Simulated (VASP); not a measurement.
Runs of VASP 6.6.1 on Al. It takes space group Im-3m (No. 229, cubic). The conventional cell has a = 3.182 Å, b = 3.182 Å, c = 3.182 Å, α = 90.00°, β = 90.00°, γ = 90.00°. Al (site symmetry m-3m) is surrounded by 8 Al at 2.76 Å. This isn't the form of Al at room conditions, which is fcc.

```tsv
task	level	potentials or basis	cell	k mesh	cutoff (eV)	smearing	grid for exact exchange (PRECFOCK)	exchange at q = 0	mesh quality	gap on the mesh (eV)	pressure (GPa)
single point	LDA	VASP PAW LDA potentials, release 64 (Al)	as given	12 × 12 × 12	520	gaussian 0.02 eV	-	-	not flagged	none	0.6
single point	RPBE	VASP PAW PBE potentials, release 64 (Al_GW)	as given	12 × 12 × 12	550	gaussian 0.02 eV	-	-	not flagged	none	(a)
relaxation of the atoms	r2SCAN+D4	VASP PAW PBE potentials, release 64 (Al_GW)	atoms relaxed from: cell strained at random at fixed volume	12 × 12 × 12	550	gaussian 0.05 eV	-	-	not flagged	none	-0.6
atomic charges	PBE0	VASP PAW PBE potentials, release 64 (Al)	as given	6 × 6 × 6	520	gaussian 0.01 eV	Fast	default	coarse	none	3.2
relaxation of cell and atoms	vdW-DF	VASP PAW PBE potentials, release 64 (Al)	relaxed	12 × 12 × 12	600	gaussian 0.1 eV	-	-	not flagged	none	0.0
```

Alike in all rows: no spin polarisation.

Question: Fill in the values left out.

Answer: (a) 5.2.

Caveats: some runs use coarse meshes; the PAW data sets were made with another functional, which shifts forces and pressure a little (some runs); the relaxation stopped at its first step, so nothing moved (some runs); pairwise dispersion overbinds metals, which lowers pressure and volume (some runs).

A gap of «none» marks a metal or a gap under the smearing width.

Runs at the PBE level aren't shown here.
